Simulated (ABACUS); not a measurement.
# NaF (Villiaumite) in ABACUS: tuning mixing gg0

Crystal: NaF (Villiaumite).

```
Na F
1.0
     0.00000    2.32000    2.32000
     2.32000    0.00000    2.32000
     2.32000    2.32000    0.00000
Na F
1 1
Direct
  0.00000 0.00000 0.00000
  0.50000 0.50000 0.50000
```

```yaml
Program: ABACUS 3.10.1
Task: tuning run
Functional: PBE
Potentials_or_basis: PseudoDojo NC SR 0.5 PBE stringent
Cutoff: 1361 eV
Density_cutoff: 5442 eV
Basis: DZP LCAO (the cutoffs set its grid)
k_mesh: 9 × 9 × 9
Occupations: marzari-vanderbilt, width 0.1 eV
Spin: no spin polarisation
```

These are the settings of the first run; the series varies mixing gg0, with any setting tied to it.

Hardware: 4 MPI ranks on AMD EPYC 9R45 96-Core Processor (Zen 5), on a shared host.

| mixing gg0 | energy less the last converged row (meV/atom) | SCF cycles | wall time (s) |
| --- | --- | --- | --- |
| 0 | 0.00 | 9 | 4 |
| 0.5 | 0.00 | 8 | 3.7 |
| 1 | 0.00 | 10 | 4.3 |
| 1.5 | 0.00 | 10 | 4.2 |
| 2 | 0.00 | 11 | 4.6 |

Fastest here: 0.5 (3.7 s), level within noise with 0, 1, 1.5; slowest of those that converged: 2 (4.6 s). These are single runs, one after another on one machine, so differences under about a fifth mean little.

Caveat: the atomic orbitals were generated for these runs and aren't a published set.
